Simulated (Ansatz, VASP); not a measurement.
## C: VASP beside Ansatz

The input INCAR:

```
PREC = Accurate
ENCUT = 600
EDIFF = 1E-6
ISMEAR = 0
SIGMA = 0.1
LREAL = False
LASPH = True
NELM = 60
ALGO = Normal
ISIF = 3
LWAVE = False
LCHARG = False
GGA = PE
IBRION = 2
NSW = 80
EDIFFG = -0.025
```

KPOINTS

```
regular mesh
0
Gamma
  4 4 4
```

POSCAR

```
C
1.0
   -0.0513520055      3.3159190293      3.2816951539
    3.2562651635     -0.0580382518      3.2883814002
    3.2602157986      3.3265559106     -0.0619888869
C
10
Direct
    0.2431277435      0.2724838097      0.2294552280
    0.8755198445      0.8657615565      0.8892983499
    0.9062462878      0.8772780986      0.3504658294
    0.8584096942      0.3364421812      0.9072837868
    0.3664848383      0.8595502616      0.8888170812
    0.6520440061      0.1296093907      0.1106368827
    0.1230933615      0.1094577065      0.6476283096
    0.1174095597      0.6498933246      0.1129656724
    0.1127438353      0.1353712303      0.1236619000
    0.7449208292      0.7641524403      0.7397869599
```

Input for Ansatz:

```yaml
crystal:
  lattice:
    - [-0.0513520055, 3.3159190293, 3.2816951539]
    - [3.2562651635, -0.0580382518, 3.2883814002]
    - [3.2602157986, 3.3265559106, -0.0619888869]
  atoms:
    - { symbol: C, position: [0.2431277435, 0.2724838097, 0.229455228] }
    - { symbol: C, position: [0.8755198445, 0.8657615565, 0.8892983499] }
    - { symbol: C, position: [0.9062462878, 0.8772780986, 0.3504658294] }
    - { symbol: C, position: [0.8584096942, 0.3364421812, 0.9072837868] }
    - { symbol: C, position: [0.3664848383, 0.8595502616, 0.8888170812] }
    - { symbol: C, position: [0.6520440061, 0.1296093907, 0.1106368827] }
    - { symbol: C, position: [0.1230933615, 0.1094577065, 0.6476283096] }
    - { symbol: C, position: [0.1174095597, 0.6498933246, 0.1129656724] }
    - { symbol: C, position: [0.1127438353, 0.1353712303, 0.1236619] }
    - { symbol: C, position: [0.7449208292, 0.7641524403, 0.7397869599] }
basis:
  ecutwfc: 420
kpoints:
  mp_grid: { grid: [4, 4, 4] }
hamiltonian:
  xc: pbe
scf:
  occupations: { method: gaussian, width: 0.1 }
  lower_state_search: "off"
output:
  forces: true
  stress: true
  eigenvalues: true
relax:
  adjacent_minimum: "off"
  f_tol: 0.025
  max_steps: 60
  cell: { stress_tol: 0.25 }
```

Change from the starting cell: cell x1, atoms moved at random (sigma 0.05 Å) and cell strained at random (1.5 %), then relaxed without symmetry.

Alike in both runs: task relaxation of cell and atoms; functional PBE; k mesh 4 × 4 × 4; occupations gaussian, width 0.1 eV; no spin polarisation.

|  | VASP | Ansatz |
| --- | --- | --- |
| version | VASP 6.6.1 | Ansatz 0.2.0 |
| potentials or method | VASP PAW PBE potentials, release 64 (C) | scalar-relativistic, plane waves, PAW |
| plane-wave cutoff (eV) | 600 | 420 |
| valence electrons in the cell | 40 | 40 |

Ansatz gave:

```
gap on the k mesh at the Fermi level, each at its own relaxed structure (eV) : 2.24
relaxed volume (Å³/atom)                                                     : 7.50
relaxed cell length with the largest relative difference (Å)                 : 4.734
energy change over the relaxation (meV/atom)                                 : -191
```

Estimate VASP's values.

gap on the k mesh at the Fermi level, each at its own relaxed structure (eV): 2.23; relaxed volume (Å³/atom): 7.50; relaxed cell length with the largest relative difference (Å): 4.734; energy change over the relaxation (meV/atom): -192.

A k mesh can miss the band edges.
